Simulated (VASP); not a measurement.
Set up this calculation in VASP 6.6.1, as the native input.

```
Task                   : single point
Functional             : PBE
Dispersion             : D3(BJ)
Potentials or basis    : VASP PAW PBE potentials, release 64 (Sn_d, S)
Cutoff                 : 520 eV
k mesh                 : 6 × 6 × 4
Occupations            : gaussian, width 0.02 eV
Spin                   : no spin polarisation
Further INCAR settings : ALGO = Fast; EDIFF = 1e-07; NBANDS = 20
```

The structure of SnS2 lies in POSCAR:

```
SnS2
1.0
    3.6390000000      0.0000000000      0.0000000000
   -1.8195000000      3.1514664400      0.0000000000
    0.0000000000      0.0000000000      5.8680000000
Sn S
1 2
Direct
    0.0000000000      0.0000000000      0.0000000000
    0.3333333300      0.6666666700      0.2500000000
    0.6666666700      0.3333333300      0.7500000000
```

The input as run:

INCAR

```
  PREC = Accurate
  ENCUT = 520
  EDIFF = 1E-7
  ISMEAR = 0
  SIGMA = 0.02
  LREAL = False
  LASPH = True
  NELM = 100
  ALGO = Fast
  ISIF = 2
  LWAVE = False
  LCHARG = False
  GGA = PE
  IVDW = 12
  NBANDS = 20
```

KPOINTS

```
Automatic mesh
0
Gamma
  6 6 4
```

Potentials or basis: VASP PAW PBE potentials, release 64 (Sn_d, S).

Command:

```sh
$ cat potpaw_PBE.64/Sn_d/POTCAR potpaw_PBE.64/S/POTCAR > POTCAR
$ mpirun -np 1 vasp_std > vasp.out
```

Results of the run:

* Pressure: 1.7 GPa
* Largest force: 0.248 eV/Å
* Band gap on the k mesh: 1.48 eV, indirect (least direct gap 1.95 eV)
* Dispersion energy per atom: -0.330 eV

Caveat: spin-orbit coupling is left out, which moves the levels of the heavy elements.

Run time: 30 s on 1 thread of Intel(R) Xeon(R) Platinum 8488C (Sapphire Rapids), on a shared host, peak memory 0.2 GiB.
